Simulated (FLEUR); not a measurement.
# 1 ML Ni on Cu(001), 4 substrate layers: moments or none

Wanted: the moments of 1 ML Ni on Cu(001), 4 substrate layers and the energy gained by spin polarisation.

Calculated with FLEUR MaX-R8.1; PBE; all-electron FLAPW film, Dirac cores, scalar-relativistic bands.

### Step 1. Set-up

The cell holds 5 atoms: 4 Cu and 1 Ni. Its edges and angles: a = 2.556 Å, b = 2.556 Å, c = 21.176 Å, α = 90.0°, β = 90.0°, γ = 90.0°. Pseudomorphic film on a typed substrate lattice, hard-sphere layer spacings, unrelaxed. Vacuum lies along c.

Coordinates:

```xyz
5
Lattice="2.5562 0.0000 0.0000 0.0000 2.5562 0.0000 0.0000 0.0000 21.1757" Properties=species:S:1:pos:R:3
Cu    0.0000    0.0000    7.0000
Cu    1.2781    1.2781    8.8075
Cu    0.0000    0.0000   10.6150
Cu    1.2781    1.2781   12.4225
Ni    0.0000    0.0000   14.1757
```

### Step 2. Run 1 (ferro +)

The parallel start comes first: it shows whether parallel moments hold.

inpgen writes inp.xml from crystal.txt; cutoffs, mixing, functional, smearing and local orbitals are then set in the file. The k list default-1 (kpts.xml, not shown) is a Γ-centred 10×10×1 mesh; where the ranks do not divide the number of points, some are split in two of half the weight.

Input file inp.xml:

```
<?xml version="1.0" encoding="UTF-8" standalone="no"?>
<fleurInput fleurInputVersion="0.39">
   <comment>
      Cu4Ni
   </comment>
   <calculationSetup>
      <cutoffs Kmax="3.63" Gmax="10.9" GmaxXC="10.9" numbands="0"/>
      <scfLoop itmax="120" minDistance="0.00002" maxIterBroyd="15" imix="Anderson" alpha="0.03" precondParam="0.0" spinf="2.0" sdNocoIR="T"/>
      <coreElectrons ctail="T" frcor="F" kcrel="0" coretail_lmax="0"/>
      <xcFunctional name="pbe" relativisticCorrections="F"/>
      <magnetism jspins="2"/>
      <soc l_soc="F" theta="0.0" phi="0.0" spav="F"/>
      <expertModes spex="0" secvar="F"/>
      <geometryOptimization l_f="F" forcealpha="1.0" forcemix="BFGS" epsdisp="0.00001" epsforce="0.00001"/>
      <ldaU l_linMix="F" mixParam="0.05" spinf="1.0"/>
   </calculationSetup>
   <cell>
      <bzIntegration valenceElectrons="62.0" mode="hist" fermiSmearingEnergy="0.00110248">
         <kPointListSelection listName="default-1"/>
         <xi:include xmlns:xi="http://www.w3.org/2001/XInclude" href="kpts.xml"> </xi:include>
      </bzIntegration>
      <xi:include xmlns:xi="http://www.w3.org/2001/XInclude" href="sym.xml"> </xi:include>
      <filmLattice scale="1.0" dVac="18.88" dTilda="21.38">
         <bravaisMatrixFilm>
            <row-1>    4.8305009121673983     0.0000000000000000</row-1>
            <row-2>    0.0000000000000000     4.8305009121673983</row-2>
         </bravaisMatrixFilm>
         <vacuumEnergyParameters vacuum="1" spinUp="-.25" spinDown="-.25"/>
         <vacuumEnergyParameters vacuum="2" spinUp="-.25" spinDown="-.25"/>
      </filmLattice>
   </cell>
   <atomSpecies>
      <species name="Copper (Cu)" element="Cu" atomicNumber="29">
         <mtSphere radius="2.26" gridPoints="747" logIncrement="0.016"/>
         <atomicCutoffs lmax="8" lnonsphr="6"/>
         <electronConfig flipSpins="F">
            <coreConfig>(1s1/2) (2s1/2) (2p1/2) (2p3/2) (3s1/2) (3p1/2) (3p3/2)</coreConfig>
            <valenceConfig>(4s1/2) (3d3/2) (3d5/2)</valenceConfig>
            <stateOccupation state="(4s1/2)" spinUp="0.500000" spinDown="0.500000"/>
         </electronConfig>
         <energyParameters s="4" p="4" d="3" f="4"/>
      </species>
      <species name="Nickel (Ni1.001" element="Ni" atomicNumber="28">
         <mtSphere radius="2.26" gridPoints="747" logIncrement="0.016"/>
         <atomicCutoffs lmax="8" lnonsphr="6"/>
         <electronConfig flipSpins="F">
            <coreConfig>(1s1/2) (2s1/2) (2p1/2) (2p3/2)</coreConfig>
            <valenceConfig>(3s1/2) (3p1/2) (3p3/2) (4s1/2) (3d3/2) (3d5/2)</valenceConfig>
            <stateOccupation state="(3d3/2)" spinUp="1.6" spinDown="1.6"/>
            <stateOccupation state="(3d5/2)" spinUp="2.9005" spinDown="1.8995"/>
         </electronConfig>
         <energyParameters s="4" p="4" d="3" f="4"/>
         <lo type="SCLO" l="0" n="3" eDeriv="0"/>
         <lo type="SCLO" l="1" n="3" eDeriv="0"/>
      </species>
   </atomSpecies>
   <atomGroups>
      <atomGroup species="Copper (Cu)">
         <filmPos label="                   1">.0000000000 .0000000000 -6.7800807895</filmPos>
         <force calculate="T" relaxXYZ="TTT"/>
      </atomGroup>
      <atomGroup species="Copper (Cu)">
         <filmPos label="                   2">1.000/2.000 1.000/2.000 -3.3643699420</filmPos>
         <force calculate="T" relaxXYZ="TTT"/>
      </atomGroup>
      <atomGroup species="Copper (Cu)">
         <filmPos label="                   3">.0000000000 .0000000000 .0513008893</filmPos>
         <force calculate="T" relaxXYZ="TTT"/>
      </atomGroup>
      <atomGroup species="Copper (Cu)">
         <filmPos label="                   4">1.000/2.000 1.000/2.000 3.4669717205</filmPos>
         <force calculate="T" relaxXYZ="TTT"/>
      </atomGroup>
      <atomGroup species="Nickel (Ni1.001">
         <filmPos label="                   5">.0000000000 .0000000000 6.7800807895</filmPos>
         <force calculate="T" relaxXYZ="TTT"/>
      </atomGroup>
   </atomGroups>
   <output dos="F" band="F" slice="F">
      <bandDOS minEnergy="-.5*Htr" maxEnergy="0.5*Htr" sigma="0.015" storeEVData="T"/>
      <plotting iplot="0" polar="F">
         <plot TwoD="T" vec1="  1.0  0.0  0.0" vec2="  0.0  1.0  0.0" vec3="  0.0  0.0  1.0" zero="  0.0  0.0 -0.5" file="plot"/>
      </plotting>
      <moessbauerParams electricFieldGradient="F" isomerShift="F" coreHyperfine="F" valenceHyperfine="F"/>
   </output>
</fleurInput>
```

Input file crystal.txt:

```
Cu4Ni
&input film=T cartesian=F /
2.55619100000  0.00000000000  0.00000000000
0.00000000000  2.55619100000  0.00000000000
0.00000000000  0.00000000000  1.00000000000
1.8897261246
1.0 1.0 1.0

5
29 0.00000000000  0.00000000000  -6.78008078946
29 0.50000000000  0.50000000000  -3.36436994195
29 0.00000000000  0.00000000000  0.05130088927
29 0.50000000000  0.50000000000  3.46697172049
28 0.00000000000  0.00000000000  6.78008078946 : 1.001

&kpt div1=10 div2=10 div3=1 gamma=T /
```

On the command line:

```console
$ OMP_NUM_THREADS=1 inpgen -f crystal.txt > inpgen.log  # inp.xml is then edited as shown
$ OMP_NUM_THREADS=1 mpirun -n 2 fleur_MPI > fleur.log
```

The log of the run:

```text
Welcome to FLEUR        (www.flapw.de)
      MaX-Release 8.1          (www.max-centre.eu)

 ========== k-point set info ==========
 Selected k-point list: default-1
 k-point list type: mesh
 0 x 0 x 0
 Number of k points: 22

 ------------Calculation Setup---------------------------
 Number of MPI-tasks      :            2
 Number of PE/node        :            2
 Number of OMP-threads    :            1
 k-points in parallel     :            2
 pe's per k-point         :            1
 No of k-point loops      :           11
 Eigenvalue solver        :       lapack
 Number of basis functions:          452
 Approximate size of matrices (H+S) per k-point:         0.006 GB
 --------------------------------------------------------
 Iteration:     1   Distance:      62.85026733 me/bohr^3
 Iteration:     2   Distance:      62.93173110 me/bohr^3
 Iteration:     3   Distance:      38.36614165 me/bohr^3
 Iteration:     4   Distance:      29.99571973 me/bohr^3
 Iteration:     5   Distance:      12.44317622 me/bohr^3
 Iteration:     6   Distance:      11.03474978 me/bohr^3
 Iteration:     7   Distance:       9.14662561 me/bohr^3
 Iteration:     8   Distance:       7.15021369 me/bohr^3
 Iteration:     9   Distance:       5.96895611 me/bohr^3
 Iteration:    10   Distance:       6.50152899 me/bohr^3
[... 36 iterations left out ...]
 Iteration:    47   Distance:       0.00072342 me/bohr^3
 Iteration:    48   Distance:       0.00114830 me/bohr^3
 Iteration:    49   Distance:       0.00042779 me/bohr^3
 Iteration:    50   Distance:       0.00097556 me/bohr^3
 Iteration:    51   Distance:       0.00014135 me/bohr^3
 Iteration:    52   Distance:       0.00013020 me/bohr^3
 Iteration:    53   Distance:       0.00009793 me/bohr^3
 Iteration:    54   Distance:       0.00008172 me/bohr^3
 Iteration:    55   Distance:       0.00006779 me/bohr^3
 Iteration:    56   Distance:       0.00001761 me/bohr^3

 ********************************************************************
 Run finished successfully
 Stop message:
   all done
 ********************************************************************

--- out.xml (last complete iteration) ---
<iteration numberForCurrentRun="   56" overallNumber="   56">
         [... left out ...]
         <bandgap value="0.0041972615" units="eV"/>
         <sumValenceSingleParticleEnergies value="-37.7857221906" units="Htr"/>
         <FermiEnergy value="-0.1809775246" units="Htr"/>
         <valenceDensity>
            <mtCharges spin="1">
               <mtCharge atomType="1" total="4.9472717" s="0.2160783" p="0.1222618" d="4.6019245" f="0.0053550"/>
               <mtCharge atomType="2" total="4.9959498" s="0.2161195" p="0.1782780" d="4.5906802" f="0.0084237"/>
               <mtCharge atomType="3" total="4.9957473" s="0.2157249" p="0.1834180" d="4.5858008" f="0.0083668"/>
               <mtCharge atomType="4" total="5.0094909" s="0.2181761" p="0.1831768" d="4.5959700" f="0.0093974"/>
               <mtCharge atomType="5" total="8.7490793" s="1.1938233" p="3.1092818" d="4.4378368" f="0.0061974"/>
            </mtCharges>
            <mtCharges spin="2">
               <mtCharge atomType="1" total="4.9377693" s="0.2130275" p="0.1194725" d="4.5982749" f="0.0053465"/>
               <mtCharge atomType="2" total="4.9859923" s="0.2155641" p="0.1774111" d="4.5821523" f="0.0084176"/>
               <mtCharge atomType="3" total="4.9910796" s="0.2151190" p="0.1817028" d="4.5834304" f="0.0083957"/>
               <mtCharge atomType="4" total="4.9894386" s="0.2196834" p="0.1906233" d="4.5669324" f="0.0094884"/>
               <mtCharge atomType="5" total="8.1049286" s="1.1867497" p="3.1091159" d="3.8008502" f="0.0063129"/>
            </mtCharges>
            <spinDependentCharge spin="1" total="31.3401283" interstitial="2.5515236" mtSpheres="28.6975389" vacuum1="0.0453704" vacuum2="0.0456954"/>
            <spinDependentCharge spin="2" total="30.6598719" interstitial="2.5589801" mtSpheres="28.0092084" vacuum1="0.0477800" vacuum2="0.0439034"/>
            <totalCharge value="62.0000002342"/>
         </valenceDensity>
         [... left out ...]
         <allElectronCharges>
            <spinDependentCharge spin="1" total="72.3401283" interstitial="2.5620001" mtSpheres="69.6870467" vacuum1="0.0453704" vacuum2="0.0457111"/>
            <spinDependentCharge spin="2" total="71.6598718" interstitial="2.5694648" mtSpheres="68.9987079" vacuum1="0.0477800" vacuum2="0.0439191"/>
            <totalCharge value="144.0000001214"/>
         </allElectronCharges>
         <magneticMomentsInMTSpheres units="muBohr">
            <globalMagMoment atomType="1" vec="0.00000   0.00000   0.00950"/>
            <localMagMoment atomType="1" vec="0.00000   0.00000   0.00950"/>
            <globalMagMoment atomType="2" vec="0.00000   0.00000   0.00996"/>
            <localMagMoment atomType="2" vec="0.00000   0.00000   0.00996"/>
            <globalMagMoment atomType="3" vec="0.00000   0.00000   0.00467"/>
            <localMagMoment atomType="3" vec="0.00000   0.00000   0.00467"/>
            <globalMagMoment atomType="4" vec="0.00000   0.00000   0.02006"/>
            <localMagMoment atomType="4" vec="0.00000   0.00000   0.02006"/>
            <globalMagMoment atomType="5" vec="0.00000   0.00000   0.64415"/>
            <localMagMoment atomType="5" vec="0.00000   0.00000   0.64415"/>
         </magneticMomentsInMTSpheres>
         <moessbauerParams unitsHFF="kG" unitsIS="e/bohr^3" unitsEFG="Htr/bohr^2">
         </moessbauerParams>
         <totalEnergy value="    -8140.9151026232" units="Htr">
            <sumOfEigenvalues value="    -4725.4321415807">
               <coreElectrons value="-4687.6464193901"/>
               <valenceElectrons value="-37.7857221906"/>
            </sumOfEigenvalues>
            <densityCoulombPotentialIntegral value="-12570.7134170764"/>
            <densityEffectivePotentialIntegral value="-13004.8167388856"/>
            <chargeDenXCDenIntegral value="-334.0690808800"/>
            <FockExchangeEnergyValence value="0.0000000000"/>
            <FockExchangeEnergyCore value="0.0000000000"/>
            <atomTypeDependentContributions atomType="1">
               <electronNucleiInteractionDifferentMTs value="1988.7383746139"/>
               <MadelungTerm value="-4.5789703084"/>
            </atomTypeDependentContributions>
            <atomTypeDependentContributions atomType="2">
               <electronNucleiInteractionDifferentMTs value="1989.3033624869"/>
               <MadelungTerm value="-3.8115683735"/>
            </atomTypeDependentContributions>
            <atomTypeDependentContributions atomType="3">
               <electronNucleiInteractionDifferentMTs value="1989.3255359553"/>
               <MadelungTerm value="-3.8164051616"/>
            </atomTypeDependentContributions>
            <atomTypeDependentContributions atomType="4">
               <electronNucleiInteractionDifferentMTs value="1989.3965447331"/>
               <MadelungTerm value="-3.7849368948"/>
            </atomTypeDependentContributions>
            <atomTypeDependentContributions atomType="5">
               <electronNucleiInteractionDifferentMTs value="1823.4436820034"/>
               <MadelungTerm value="-4.6745299791"/>
            </atomTypeDependentContributions>
            <tkbTimesEntropy value="0.0004667792"/>
            <freeEnergy value="-8140.9155694025"/>
            <extrapolationTo0K value="-8140.9153360129"/>
         </totalEnergy>
         <densityConvergence units="me/bohr^3">
            <chargeDensity spin="1" distance="0.0000095437"/>
            <chargeDensity spin="2" distance="0.0000131987"/>
            <overallChargeDensity distance="0.0000176102"/>
            <spinDensity distance="0.0000148478"/>
         </densityConvergence>
      </iteration>
```

Run time: 4.1 min. Hardware: 2 MPI ranks of Arm Neoverse V1, shared host; peak memory 0.22 GiB; 8.2 min of CPU time.

Spin moment in the muffin-tin sphere by atom:

```csv
atom,spin moment in the muffin-tin sphere (μB)
Cu1,0.009
Cu2,0.010
Cu3,0.005
Cu4,0.020
Ni5,0.644
```

Read from the output:

```yaml
free_energy: -221525.5980 eV
program_s_band_gap_on_this_mesh_in_a_metal_only_a_level_spacing: 0.004197 eV
magnetization: 0.6803 μB
final_state: ferromagnetic
```

After 56 cycles the largest moment stands at 0.644 μB.

### Step 3. Order 2, typed as no spin polarisation

A spinless run gives the zero against which the gain from the moments is read.

inp.xml: that of step 2 with these lines changed.

```diff
@@ -10,3 +10,3 @@
       <xcFunctional name="pbe" relativisticCorrections="F"/>
-      <magnetism jspins="2"/>
+      <magnetism jspins="1"/>
       <soc l_soc="F" theta="0.0" phi="0.0" spav="F"/>
@@ -42,3 +42,3 @@
       </species>
-      <species name="Nickel (Ni1.001" element="Ni" atomicNumber="28">
+      <species name="Nickel (Ni)" element="Ni" atomicNumber="28">
          <mtSphere radius="2.26" gridPoints="747" logIncrement="0.016"/>
@@ -48,4 +48,4 @@
             <valenceConfig>(3s1/2) (3p1/2) (3p3/2) (4s1/2) (3d3/2) (3d5/2)</valenceConfig>
-            <stateOccupation state="(3d3/2)" spinUp="1.6" spinDown="1.6"/>
-            <stateOccupation state="(3d5/2)" spinUp="2.9005" spinDown="1.8995"/>
+            <stateOccupation state="(3d3/2)" spinUp="1.600000" spinDown="1.600000"/>
+            <stateOccupation state="(3d5/2)" spinUp="2.400000" spinDown="2.400000"/>
          </electronConfig>
@@ -73,3 +73,3 @@
       </atomGroup>
-      <atomGroup species="Nickel (Ni1.001">
+      <atomGroup species="Nickel (Ni)">
          <filmPos label="                   5">.0000000000 .0000000000 6.7800807895</filmPos>
```

crystal.txt: that of step 2 with these lines changed.

```diff
@@ -13,3 +13,3 @@
 29 0.50000000000  0.50000000000  3.46697172049
-28 0.00000000000  0.00000000000  6.78008078946 : 1.001
+28 0.00000000000  0.00000000000  6.78008078946
```

The log of the run:

```text
[banner, memory and clock lines left out]
Welcome to FLEUR        (www.flapw.de)
      MaX-Release 8.1          (www.max-centre.eu)

 ========== k-point set info ==========
 Selected k-point list: default-1
 k-point list type: mesh
 0 x 0 x 0
 Number of k points: 22

 ------------Calculation Setup---------------------------
 Number of PE/node        :            2
 Number of OMP-threads    :            1
 k-points in parallel     :            2
 pe's per k-point         :            1
 No of k-point loops      :           11
 Eigenvalue solver        :       lapack
 Number of basis functions:          452
 Approximate size of matrices (H+S) per k-point:         0.006 GB
 Iteration:     1   Distance:      63.43746867 me/bohr^3
 Iteration:     2   Distance:      66.74320245 me/bohr^3
 Iteration:     3   Distance:      37.33612140 me/bohr^3
 Iteration:     4   Distance:      25.75406536 me/bohr^3
 Iteration:     5   Distance:      15.48068150 me/bohr^3
 Iteration:     6   Distance:      12.41234861 me/bohr^3
 Iteration:     7   Distance:      11.64332580 me/bohr^3
 Iteration:     8   Distance:       7.99310233 me/bohr^3
 Iteration:     9   Distance:       7.15741578 me/bohr^3
 Iteration:    10   Distance:       8.79004070 me/bohr^3
[... 27 iterations left out ...]
 Iteration:    38   Distance:       0.00122426 me/bohr^3
 Iteration:    39   Distance:       0.00050604 me/bohr^3
 Iteration:    40   Distance:       0.00042222 me/bohr^3
 Iteration:    41   Distance:       0.00019669 me/bohr^3
 Iteration:    42   Distance:       0.00006526 me/bohr^3
 Iteration:    43   Distance:       0.00004002 me/bohr^3
 Iteration:    44   Distance:       0.00010731 me/bohr^3
 Iteration:    45   Distance:       0.00002912 me/bohr^3
 Iteration:    46   Distance:       0.00003083 me/bohr^3
 Iteration:    47   Distance:       0.00001501 me/bohr^3

 ********************************************************************
 Run finished successfully
 Stop message:
   all done
 ********************************************************************

--- out.xml (last complete iteration) ---
<iteration numberForCurrentRun="   47" overallNumber="   47">
         [... left out ...]
         <bandgap value="0.0096614570" units="eV"/>
         <sumValenceSingleParticleEnergies value="-37.7044190779" units="Htr"/>
         <FermiEnergy value="-0.1815926881" units="Htr"/>
         <valenceDensity>
            <mtCharges spin="1">
               <mtCharge atomType="1" total="9.8851276" s="0.4285238" p="0.2420555" d="9.2005400" f="0.0107094"/>
               <mtCharge atomType="2" total="9.9817906" s="0.4313857" p="0.3564867" d="9.1721946" f="0.0168300"/>
               <mtCharge atomType="3" total="9.9866378" s="0.4316987" p="0.3635727" d="9.1696958" f="0.0167973"/>
               <mtCharge atomType="4" total="9.9958733" s="0.4358093" p="0.3736602" d="9.1618200" f="0.0190519"/>
               <mtCharge atomType="5" total="16.8672711" s="2.3745435" p="6.2101144" d="8.2662963" f="0.0124855"/>
            </mtCharges>
            <spinDependentCharge spin="1" total="62.0000002" interstitial="5.1019875" mtSpheres="56.7167005" vacuum1="0.0920827" vacuum2="0.0892296"/>
            <totalCharge value="62.0000002343"/>
         </valenceDensity>
         [... left out ...]
         <totalEnergy value="    -8140.9140060075" units="Htr">
            <sumOfEigenvalues value="    -4725.3457731914">
               <coreElectrons value="-4687.6413541135"/>
               <valenceElectrons value="-37.7044190779"/>
            </sumOfEigenvalues>
            <densityCoulombPotentialIntegral value="-12570.6132872247"/>
            <densityEffectivePotentialIntegral value="-13004.7182389325"/>
            <chargeDenXCDenIntegral value="-334.0704309978"/>
            <FockExchangeEnergyValence value="0.0000000000"/>
            <FockExchangeEnergyCore value="0.0000000000"/>
         [... left out ...]
            <tkbTimesEntropy value="0.0005735440"/>
            <freeEnergy value="-8140.9145795515"/>
            <extrapolationTo0K value="-8140.9142927795"/>
         </totalEnergy>
         <densityConvergence units="me/bohr^3">
            <chargeDensity spin="1" distance="0.0000150135"/>
         </densityConvergence>
      </iteration>
```

The job ended after 2 min (2 MPI ranks; peak memory 0.16 GiB).

Numbers from this step:

* free energy: -221525.5710 eV
* program's band gap on this mesh (in a metal only a level spacing): 0.009661 eV
* final state: non-magnetic (no spin polarisation)

It lies 26.9 meV a seeded atom over the first start.

(Continued in part 2 of 2.)

[Logs and program files are shortened in this print: banners, set-up blocks, solver, clock and traceback lines can be left out without a mark of their own.]

[Logs are printed without paths, hosts, clocks, repeated set-up lines and the standing remarks that a program may print on its own settings, such as how far it seeks lower states.]

[Hosts, paths, dates, database ids (printed as entryN), source tags and the programs' standing remarks are cut or masked in the printed files.]

[Where a cell is said to come from a database of computed structures, the database is the Materials Project.]
